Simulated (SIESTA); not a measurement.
# NiO2 under changes of volume

One of the cells (13.179 Å³/atom); the others are scaled copies at fixed shape and fractional positions:

```
CELL_PARAMETERS angstrom
2.93144 0.00000 0.00000
-1.46572 2.53870 0.00000
0.00000 0.00000 10.62517
ATOMIC_POSITIONS crystal
Ni 0.00000 0.00000 0.50000
Ni 0.00000 0.00000 0.00000
O 0.33333 0.66667 0.58908
O 0.33333 0.66667 0.91092
O 0.66667 0.33333 0.41092
O 0.66667 0.33333 0.08908
```

The cell comes from a database or a generator and needn't be the stable form of this composition.

- Program: SIESTA 5.4.2
- Functional: PBEsol
- Potentials or basis: PseudoDojo 0.4 standard (PBEsol files)
- Basis: DZP (energy shift 0.003 Ry; two zetas on semicore shells)
- Grid cutoff: 800 Ry
- Energy shift: 0.003 Ry
- k mesh: 10 × 10 × 3
- Occupations: fermi-dirac, width 0.05 eV
- Spin: collinear spin, ferromagnetic start
- Starting moments: [1.0, 1.0, 0.0, 0.0, 0.0, 0.0] μB

| volume (Å³/atom) | energy over the lowest point (meV/atom) | pressure (GPa) | gap on the mesh (eV) | largest force (eV/Å) |
| --- | --- | --- | --- | --- |
| 12.145 | 0.00 | -5.6 | 0.90 | 0.002 |
| 12.404 | 11.54 | -8.7 | 0.88 | 0.272 |
| 12.662 | 27.79 | -11.4 | 0.86 | 0.515 |
| 13.179 | ? | ? | ? | ? |
| 13.437 | 98.59 | -17.6 | 0.80 | 1.144 |
| 13.696 | 128.41 | -19.3 | 0.79 | 1.318 |

**Question.** What does the run at 13.179 Å³/atom give?

**Answer.** Energy over the lowest point 71.71 meV/atom; pressure -15.7 GPa; gap on the mesh 0.82 eV; largest force 0.950 eV/Å.

Worked out: A Birch-Murnaghan fit of order 3 (a polynomial in V^(-2/3)) to the other rows has no minimum within the range. It gives 71.73 meV/atom at 13.179 Å³/atom, against the run's 71.71, and -dE/dV = -15.8 GPa, against -15.7. A straight line through the other rows of the gap, of slope -0.941 eV per unit of ln V, gives 0.82 eV, against the run's 0.82.

Energies are extrapolated to zero smearing.

Caveats: short orbitals over semicore shells can move pressures by several GPa; an odd mesh through Γ misses points on the zone boundary, where band edges often lie; the basis of atomic orbitals isn't converged, which shifts pressures, moduli and gaps; forces of over 1 eV/Å show positions far from the minimum, so gaps and moduli don't describe the material at rest (some runs).
